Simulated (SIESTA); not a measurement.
# Sn: optical spectrum with BP86

Sn:

```xyz
1
Lattice="-2.0602 2.0764 1.7310 2.0235 -2.0047 1.5985 2.0327 1.9771 -1.6433" Properties=species:S:1:pos:R:3 pbc="T T T"
Sn    0.2032    0.0700   -0.0347
```

The cell isn't the ideal one: cell strained at random at fixed volume.

```yaml
Program: SIESTA 5.4.2
Task: optical spectrum
Functional: BP86
Potentials_or_basis: SPMS 1.0 (PBE files) or PseudoDojo by element
Basis: SZ (energy shift 0.005 Ry)
Grid_cutoff: 500 Ry
Energy_shift: 0.005 Ry
k_mesh: 10 × 10 × 10
Occupations: fermi-dirac, width 0.05 eV
Spin: no spin polarisation
broadening_eV: 0.2 eV
window_to_eV: 40 eV
Optical_mesh_offset: true
```

| Item | Value |
| --- | --- |
| Pressure | 6.0 GPa |
| Band gap on the k mesh | none (metal or under the smearing width) |

Stress tensor (GPa, compression positive):
```
 5.48  0.84  0.16
 0.84  5.19 -0.18
 0.16 -0.18  7.43
```

Dielectric function (mean over the directions given):
```csv
energy (eV),real part,imaginary part
0.36,22.13,0.18
0.96,28.28,34.93
1.68,8.67,14.68
2.28,-2.68,13.80
3.00,-5.05,8.14
3.72,-2.89,2.86
4.32,-2.79,2.52
5.04,-1.59,1.32
5.64,-1.08,0.85
6.36,-0.71,0.92
7.08,-0.40,0.61
7.68,-0.29,0.51
8.40,0.13,0.26
9.12,0.24,0.24
9.72,0.33,0.25
10.44,0.42,0.23
11.04,0.50,0.08
11.76,0.60,0.08
12.48,0.65,0.07
13.08,0.73,0.04
13.80,0.79,0.04
14.52,0.85,0.02
15.12,0.90,0.02
15.84,0.94,0.02
16.44,0.99,0.01
17.16,1.04,0.01
17.88,1.10,0.01
18.48,1.15,0.00
19.20,1.23,0.00
19.92,1.34,0.00
```

It took 9.2 s on 1 thread of Intel(R) Xeon(R) Platinum 8488C (Sapphire Rapids) (shared host), peak memory 0.31 GiB.

Caveat: the basis has no polarisation orbitals; the basis holds too few empty states to meet the f-sum rule, so the spectrum is short of weight at high energy; spectra need much finer meshes, so this one isn't converged; independent-particle spectra lack excitons; the intraband (Drude) part of a metal's response may be missing; the potentials were made for another functional, which shifts forces and pressure; the basis of atomic orbitals isn't converged, which shifts pressures, moduli and gaps.
